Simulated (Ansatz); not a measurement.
# Guessed and relaxed cells of Al

The guess for Al is a distorted database cell: Al type (P6_3/mmc) distorted into a subgroup (Cmc2_1, No. 36) (largest shift (Å) 0.43).

start.cif

```cif
data_structure
_symmetry_space_group_name_H-M 'P 1'
_symmetry_Int_Tables_number 1
_cell_length_a 2.7767
_cell_length_b 2.7767
_cell_length_c 9.3212
_cell_angle_alpha 90.000
_cell_angle_beta 90.000
_cell_angle_gamma 117.850
_cell_volume 63.54
loop_
_atom_site_label
_atom_site_type_symbol
_atom_site_fract_x
_atom_site_fract_y
_atom_site_fract_z
_atom_site_occupancy
Al1 Al 0.04178 0.95822 0.01050 1
Al2 Al 0.41891 0.58109 0.23950 1
Al3 Al 0.95822 0.04178 0.51050 1
Al4 Al 0.58109 0.41891 0.73950 1
```

All numbers below come from DFT PBE, scalar-relativistic, plane waves, PAW (Ansatz 0.2.0). Cutoff 420 eV, Gaussian smearing, Γ-centred meshes. Cell and atoms relax first on a coarse mesh and then on a finer one. In between, the cell is made exact in the group found at 0.06 Å. In metals the finer mesh still leaves noise of several meV/atom or more. The steps can't lower the symmetry of their start. No spin polarisation.

end.cif

```cif
data_structure
_symmetry_space_group_name_H-M 'P 1'
_symmetry_Int_Tables_number 1
_cell_length_a 2.8546
_cell_length_b 2.8546
_cell_length_c 9.3853
_cell_angle_alpha 90.000
_cell_angle_beta 90.000
_cell_angle_gamma 120.000
_cell_volume 66.23
loop_
_atom_site_label
_atom_site_type_symbol
_atom_site_fract_x
_atom_site_fract_y
_atom_site_fract_z
_atom_site_occupancy
Al1 Al 0.00000 0.00000 0.50000 1
Al2 Al 0.66667 0.33333 0.75000 1
Al3 Al 0.00000 0.00000 0.00000 1
Al4 Al 0.33333 0.66667 0.25000 1
```

The symmetry goes from Cmc2_1 (No. 36) to P6_3/mmc (No. 194). The end has the dhcp type. The volume per atom grows by 4.2 %, from 15.9 to 16.6 Å³. The shortest distance goes from 2.64 Å (Al–Al) to 2.85 Å (Al–Al). The energy falls by about 0.14 eV/atom (the start's value is from the coarse mesh). The end is written in a standard setting, so origin, axes and order of atoms can differ from the start's.

```yaml
Volume_per_atom: 16.56 Å³
Density: 2.71 g/cm³
Energy_over_the_standard_state: +0.01 eV/atom
Gap_on_the_18×18×6_mesh_of_the_4-atom_cell: 0 eV (a metal)
```

Energies count from the standard state of Al at the same level. So it is a metastable form at best.

The last run used Gaussian smearing of 0.10 eV. The k mesh leaves some 4 meV/atom of noise in the energy of each metallic cell. A later test with randomly moved atoms came back to the same energy, though modes that don't fit the test's cell weren't probed. In all, the 3 runs took 38 s on 1 thread of Intel(R) Xeon(R) Processor @ 2.70GHz, on a shared host.
